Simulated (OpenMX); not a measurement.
Write the native input for OpenMX 3.8.5 that does the following.

* Task: single point
* Functional: PBE
* Potentials or basis: OpenMX 2013 PBE set, Si7.0-s2p2d1, O6.0-s2p2d1, grid cutoff 400 Ry
* k mesh: 9 × 9 × 9
* Occupations: fermi-dirac, width 0.05 eV
* Spin: no spin polarisation
* Mixing scheme: rmm-diisk
* SCF threshold: 1e-08 Ha
* Solver: band
* Max SCF cycles: 100

SiO2:

```
Si O
1.0
    -2.47729    2.47729    3.65567
     2.47729   -2.47729    3.65567
     2.47729    2.47729   -3.65567
Si O
2 4
Direct
  0.75000 0.25000 0.50000
  0.00000 0.00000 0.00000
  0.87500 0.02821 0.65321
  0.77821 0.12500 0.15321
  0.97179 0.62500 0.84679
  0.37500 0.22179 0.34679
```

The cell comes from a database or a generator and needn't be the stable form of this composition.

The input as run:

SiO2.dat

```
System.CurrrentDirectory             ./
System.Name                          SiO2
DATA.PATH                            ./DFT_DATA13
level.of.stdout                      1
level.of.fileout                     0
Species.Number                       2
<Definition.of.Atomic.Species
  Si  Si7.0-s2p2d1           Si_PBE13
  O   O6.0-s2p2d1            O_PBE13
Definition.of.Atomic.Species>

Atoms.Number                         6
Atoms.SpeciesAndCoordinates.Unit     FRAC
<Atoms.SpeciesAndCoordinates
    1  Si    0.7500000000    0.2500000000    0.5000000000   2.000  2.000
    2  Si    0.0000000000    0.0000000000    0.0000000000   2.000  2.000
    3  O     0.8750000000    0.0282138700    0.6532138700   3.000  3.000
    4  O     0.7782138700    0.1250000000    0.1532138700   3.000  3.000
    5  O     0.9717861300    0.6250000000    0.8467861300   3.000  3.000
    6  O     0.3750000000    0.2217861300    0.3467861300   3.000  3.000
Atoms.SpeciesAndCoordinates>

Atoms.UnitVectors.Unit               Ang
<Atoms.UnitVectors
    -2.4772904627    2.4772904627    3.6556712422
     2.4772904627   -2.4772904627    3.6556712422
     2.4772904627    2.4772904627   -3.6556712422
Atoms.UnitVectors>

scf.XcType                           GGA-PBE
scf.SpinPolarization                 off
scf.ElectronicTemperature            580.226
scf.energycutoff                     400.0
scf.maxIter                          100
scf.EigenvalueSolver                 band
scf.Kgrid                            9 9 9
scf.Mixing.Type                      rmm-diisk
scf.Init.Mixing.Weight               0.05
scf.Min.Mixing.Weight                0.001
scf.Max.Mixing.Weight                0.3
scf.Mixing.History                   25
scf.Mixing.StartPulay                8
scf.criterion                        1.0e-8
scf.stress.tensor                    on
MD.Type                              nomd
```

Potentials or basis: OpenMX 2013 PBE set, Si7.0-s2p2d1, O6.0-s2p2d1, grid cutoff 400 Ry.

Launch:

```bash
$ openmx SiO2.dat -nt 1 > SiO2.std
```

Results of the run:

```
Pressure               : 8.2 GPa
Largest force          : 0.709 eV/Å
Band gap on the k mesh : 6.42 eV, direct
Mulliken charges       : Si +1.08; O -0.54 e
```

Caveat: Mulliken charges move with the basis; an odd mesh through Γ misses points on the zone boundary, where band edges often lie; the basis of atomic orbitals isn't converged, which shifts pressures, moduli and gaps.

It took 3.4 min on 1 thread of Intel(R) Xeon(R) Platinum 8488C (Sapphire Rapids) (shared host), peak memory 0.78 GiB.
